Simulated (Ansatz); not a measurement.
Gas-phase electronic energies from Ansatz, PBE0-D4/def2-TZVP geometries. CCSD(T)/CBS adds triple-zeta CCSD(T) − MP2 to the extrapolated MP2 energy (def2 sets, frozen cores). This one scheme is used for every species. Double bonds are as drawn, so ΔE can hold a change between cis and trans. Functionals use def2-TZVPP. One conformer a species, not always the lowest.

Consider the ligand exchange at the Si–C bond: `CC/C=C/[SiH3]` + `N=CF` → `F/C=N/[SiH3]` + `C=CCC`.

`CC/C=C/[SiH3]`:

```xyz
15

C     0.536    2.097   -1.076
C    -0.299    1.495    0.049
C     0.107    0.094    0.365
C    -0.676   -0.982    0.291
Si   -0.083   -2.694    0.685
H     0.249    3.133   -1.266
H     1.600    2.086   -0.825
H     0.407    1.533   -2.002
H    -1.361    1.519   -0.211
H    -0.178    2.110    0.950
H     1.149   -0.029    0.668
H    -1.711   -0.836   -0.017
H    -0.862   -3.293    1.804
H     1.352   -2.632    1.073
H    -0.231   -3.600   -0.487
```

`N=CF`:

Z-matrix (Å, degrees):
```
C
N 1 1.242
F 1 1.328 2 120.0
H 1 1.092 2 129.8 3 -180.0
H 2 1.016 1 110.6 3 -180.0
```

`F/C=N/[SiH3]`:

Z-matrix (Å, degrees):
```
Si
N 1 1.735
H 1 1.482 2 108.0
H 1 1.482 2 108.0 3 -118.8
H 1 1.492 2 112.0 3 120.6
C 2 1.234 1 125.7 3 -120.8
F 6 1.336 2 121.3 1 -180.0
H 6 1.095 2 129.6 1 0.0
```

`C=CCC`:

```xyz
12

C    -1.969   -0.266    0.147
C    -0.700   -0.477    0.466
C     0.399    0.524    0.334
C     1.508    0.051   -0.599
H    -2.303    0.693   -0.237
H    -2.720   -1.039    0.259
H    -0.407   -1.456    0.844
H    -0.013    1.474   -0.021
H     0.828    0.718    1.325
H     1.936   -0.895   -0.254
H     1.125   -0.109   -1.610
H     2.317    0.782   -0.653
```

| level | ΔE (kJ/mol) | difference from CCSD(T)/CBS |
| --- | --- | --- |
| PBE-D4 | -38.7 | 4.9 |
| r2SCAN-D4 | -44.4 | -0.8 |
| ωB97X-V | -44.5 | -0.9 |
| HF/def2-TZVPP | -54.5 | -10.9 |
| CCSD/def2-TZVPP | -44.2 | -0.6 |
| HF/def2-QZVPP | -55.0 | -11.4 |
| MP2/def2-QZVPP | -46.9 | -3.3 |
| HF/CBS(def2) | -55.1 | -11.5 |
| MP2/CBS(def2) | -47.1 | -3.5 |
| CCSD/CBS(def2) | -44.9 | -1.3 |
| CCSD(T)/CBS | -43.6 | 0 |

Largest T1 diagnostic among the species: 0.014.

In def2-TZVPP, CCSD(T) changes the Hartree–Fock value by +11.6 kJ/mol (the triples alone add +1.3 kJ/mol) and MP2 by +8.2 kJ/mol.

CCSD(T)/CBS has its own doubt, a few kJ/mol and more with outer-core shells, so smaller differences from it don't rank the levels.
